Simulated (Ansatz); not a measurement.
GeO₂:
Space group P3₂21 (No. 154); a = b = 5.091 Å, c = 5.769 Å, α = β = 90.00°, γ = 120.00°

| atom | site | symmetry | x | y | z |
|---|---|---|---|---|---|
| Ge | 3a | .2. | 0.5444 | 0.5444 | 0.0000 |
| O | 6c | 1 | 0.2983 | 0.3973 | 0.2419 |

Relaxed with PBE. 

### Question
HSE06 on this cell (Ansatz, a first-principles code, PAW) gives a gap of 5.07 eV. What does PBE give?

### Answer
3.22 eV.

Cost on shared cores: the PBE run (SCF on a 6×6×5 mesh, then bands and DOS) around 2.9 core-minutes (rough), the HSE06 run (SCF on 4×4×3, then a few points) about 6 core-minutes (a rough figure); the tasks are unlike.

Space group P3_221. The cell was relaxed with PBE under the symmetry of its start. Scalar-relativistic: spin–orbit coupling is off unless named, which matters more the heavier the elements.

Potentials: the later of the program's two PAW sets.

Ansatz is a plane-wave DFT program.
